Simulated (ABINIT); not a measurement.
**CoO in ABINIT: convergence with cutoff**

The system is CoO.

```xyz
2
Lattice="1.6022 0.9250 2.5665 -1.6022 0.9250 2.5665 0.0000 -1.8501 2.5665" Properties=species:S:1:pos:R:3 pbc="T T T"
Co    0.0000    0.0000    7.6915
O     0.0000    0.0000    5.7824
```

Measurements of this composition are mostly on another form, of space group No. 225.

* Program: ABINIT 10.8.3 (patched build)
* Task: single point
* Functional: PBE
* Potentials or basis: PseudoDojo NC SR PBE v0.5 standard
* Cutoff: 517 eV
* k mesh: 5 × 5 × 5
* Occupations: methfessel-paxton, width 0.1 eV
* Spin: collinear spin, ferromagnetic start
* Starting moments: [2.0, 0.0] μB

These are the settings of the first run; the series varies cutoff, with any setting tied to it.

Hardware: 1 thread of Arm Neoverse V2 (shared host).

The values tried are 19 Ha, 24 Ha, 29 Ha, 33.5 Ha, 41 Ha, 48 Ha, 55 Ha, 65 Ha, 77 Ha, loosest first. From which on does the largest force stay within 0.005 eV/Å of the tightest run that finished?

From 33.5 Ha on.

```csv
cutoff,energy less the tightest run (meV/atom),pressure (GPa),largest force (eV/Å),largest site moment (μB),SCF cycles,CPU time (s),peak memory (GiB)
19 Ha,30898.23,-1187.65,0.193,0.63,25,20,0.05
24 Ha,9735.80,-562.54,0.192,2.25,20,27,0.06
29 Ha,2343.34,-201.24,0.238,2.42,19,29,0.07
33.5 Ha,491.63,-59.00,0.256,2.46,19,36,0.07
41 Ha,15.63,-2.82,0.255,2.46,19,53,0.09
48 Ha,1.04,0.35,0.255,2.46,20,76,0.09
55 Ha,0.61,0.38,0.255,2.46,19,82,0.11
65 Ha,0.25,0.39,0.255,2.46,20,120,0.13
77 Ha,0.00,0.39,0.255,2.46,22,170,0.15
```

Against the tightest run, the energy stays within 1 meV/atom from 55 Ha on; the pressure stays within 0.1 GPa from 48 Ha on; the largest site moment stays within 0.02 μB from 33.5 Ha on. The tightest run that finished is the yardstick and may itself not be fully converged.

Caveat, for the tightest run too: the k mesh is coarse (spacing up to 0.48 Å⁻¹), so the values aren't converged; a cell with one magnetic atom can't hold antiferromagnetic order, which such compounds often take.
